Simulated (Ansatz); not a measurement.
# PbS: the cost of one run

Program: Ansatz 0.2.0. Level of theory: DFT PBE+D3(BJ), scalar-relativistic, plane waves, PAW. These are calculated values, not measurements.

1 further run of the same task is left out (set aside as unsound or not needed).

**1. Starting point**

The structure is cubic, space group Fm-3m (No. 225). Conventional cell: a = 5.930 Å, b = 5.930 Å, c = 5.930 Å, α = 90.00°, β = 90.00°, γ = 90.00°. Pb (site symmetry m-3m) is surrounded by 6 S at 2.96 Å. S (site symmetry m-3m) is surrounded by 6 Pb at 2.96 Å.

As a file:

```xyz
2
Lattice="0.0000 2.9650 2.9650 2.9650 0.0000 2.9650 2.9650 2.9650 0.0000" Properties=species:S:1:pos:R:3 pbc="T T T"
Pb    0.0000    0.0000    0.0000
S     2.9650    2.9650    2.9650
```

Source of the structure: the Crystallography Open Database.

(A quick probe on a coarse mesh, which set the mesh and smearing, is not shown.)

**3. Full relaxation**

File input.yaml:

```yaml
crystal:
  lattice:
    - [0.0, 2.965, 2.965]
    - [2.965, 0.0, 2.965]
    - [2.965, 2.965, 0.0]
  atoms:
    - { symbol: Pb, position: [0.0, 0.0, 0.0] }
    - { symbol: S, position: [0.5, 0.5, 0.5] }
basis:
  ecutwfc: 420
kpoints:
  mp_grid: { grid: [10, 10, 10] }
hamiltonian:
  xc: pbe
  dispersion: d3bj
scf:
  occupations: { method: gaussian, width: 0.02 }
output:
  forces: true
  stress: true
  eigenvalues: true
  write_density: true
  write_potential: true
  elf: true
  volumetric_format: npy
relax:
  adjacent_minimum: "off"
  f_tol: 0.005
  max_steps: 80
  cell: { stress_tol: 0.05 }
```

On the command line:

```
> ansatz run input.yaml --threads 4 --pin off --max-ram 10240MiB --backend cpu --events-out ev --progress --plain --runs-dir out
```

What time and memory should one allow on 4 threads of Intel Xeon Platinum 8259CL at 2.50GHz (Skylake/Cascade Lake), shared host?

About 4.2 s, with a peak of 0.42 GiB.
